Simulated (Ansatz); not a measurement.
Is this Co result the lowest state?

The cell (2 atoms) is Co as a measured crystal structure (space group Fm-3m, primitive cell doubled). The computed pressure is over 10 GPa in size, so the cell is far from the computed equilibrium volume. Source: COD entry 9012934; it may be a high-temperature, high-pressure or metastable form.

Computed with DFT, PBE, PAW, plane waves, scalar-relativistic in Ansatz development build ahead of 0.2.0.

```yaml
crystal:
  lattice:
    - [3.5863, 1.79315, 1.79315]
    - [1.79315, 3.5863, 1.79315]
    - [1.79315, 1.79315, 3.5863]
  atoms:
    - { symbol: Co, position: [0.0, 0.0, 0.0], spin: 3.0 }
    - { symbol: Co, position: [0.5, 0.5, 0.5] }
magnetization:
  spin_polarized: true
hamiltonian:
  xc: pbe
  pseudopotentials: { kind: paw }
basis:
  ecutwfc: 420
kpoints:
  mp_grid: { grid: [13, 13, 13] }
scf:
  occupations: { method: fermi_dirac, width: 0.1 }
  lower_state_search: "off"
output:
  forces: true
  stress: true
```

Time: 9.1 s on 2 threads of x86-64 server CPU, on a shared host, peak memory 0.5 GiB.

The end of the output:

```
SCF converged after 20 iterations
Magnetization: 3.3620 μB (18.6810 up, 15.3190 down)
Absolute magnetization: 3.6828 μB (∫|ρ↑−ρ↓|, with the PAW one-centre terms)
Spin contamination: 0.0584 ħ² per cell (⟨S²⟩ above its minimum at these occupations)
Per-site moments (μB) at R_I (Å): [(1.7540, 1.0460), (1.7539, 1.0460)]
Free energy (F): -10252.271938 eV
Harris-Foulkes:  -10252.271938 eV  (|F-HF|=6.78e-8)
Internal energy: -10252.194217 eV  (E = F + TS)
E sigma→0 (E₀):  -10252.233078 eV
Entropy (-TS):   -0.077721 eV (-38.860 meV/atom)
Fermi energy:    17.485279 eV
--- Forces (eV/Å), atoms counted from 1 ---
  atom   1  Co     0.00000000     0.00000000    -0.00000000
  atom   2  Co    -0.00000000    -0.00000000     0.00000000
--- Stress (GPa, compression-positive) ---
      -10.190542       0.107937       0.107937
        0.107937     -10.190542       0.107937
        0.107937       0.107937     -10.190542
  P = ⅓ Tr σ = -10.1905 GPa (-101.905 kbar)
```

Site moments are taken inside atomic spheres and don't add up to the total.

Problem. The run converged. Is this the lowest state of the cell, and if not, what lies lower and how is it reached?

Solution. None of the other runs went lower. It is the lowest of 3 states reached by 11 converged runs, and the next lies 208 meV/atom higher (antiferromagnetic, site moments Co1 1.20, Co2 -1.20 μB, total 0.00 μB per cell, no gap on the k-mesh). That doesn't prove a ground state. This multiple of the primitive cell fits some opposed orders; other multiples fit others. Only collinear orders within this cell were tried; the true ground state may need a larger cell.
